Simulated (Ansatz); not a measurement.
# Compressing HfO2

Method: DFT PBE, scalar-relativistic, plane waves, PAW in Ansatz. Settings: 420 eV cutoff, 6×6×4 k-mesh, Gaussian smearing of 0.02 eV, no spin polarisation.

The relaxed crystal:

```
Hf O
1.0
     3.60430    0.00000    0.00000
     0.00000    3.60430    0.00000
     0.00000    0.00000    5.26397
Hf O
2 4
Direct
  0.50000 0.50000 0.50000
  0.00000 0.00000 0.00000
  0.00000 0.50000 0.69325
  0.50000 0.00000 0.80675
  0.50000 0.00000 0.30675
  0.00000 0.50000 0.19325
```

Cell and atoms are relaxed at each pressure within the symmetry of the start, at zero temperature, so transitions that lower the symmetry aren't seen. The k-mesh given is that at zero pressure and may differ at others. a, b and c are the lengths of the cell vectors above. ΔH is E + PV over the energy at zero pressure. Gaps are Kohn–Sham gaps over the whole zone.

Spin-orbit coupling is left out, which matters for the bands and energies of heavy elements.

```tsv
P (GPa)	V (Å³/atom)	V/V0	a (Å)	b (Å)	c (Å)	ΔH (eV/atom)	gap (eV)
-2	?	?	?	?	?	?	?
0	11.40	1.000	3.604	3.604	5.264	0.000	4.67
2	?	?	?	?	?	?	?
5	11.09	0.973	3.580	3.580	5.192	0.351	4.67
10	10.83	0.950	3.558	3.558	5.133	0.693	4.62
20	10.41	0.913	3.520	3.520	5.039	1.355	4.53
40	9.77	0.857	3.457	3.457	4.907	2.612	4.35
```

Question: What stands in the row for -2 GPa?

Answer: V 11.54 Å³/atom; V/V0 1.013; a 3.615 Å; b 3.615 Å; c 5.300 Å; ΔH -0.143 eV/atom; gap 4.67 eV.

Question: What stands in the row for 2 GPa?

Answer: V 11.27 Å³/atom; V/V0 0.989; a 3.595 Å; b 3.595 Å; c 5.233 Å; ΔH 0.141 eV/atom; gap 4.67 eV.

This fluorite-type form isn't the usual stable structure of the compound.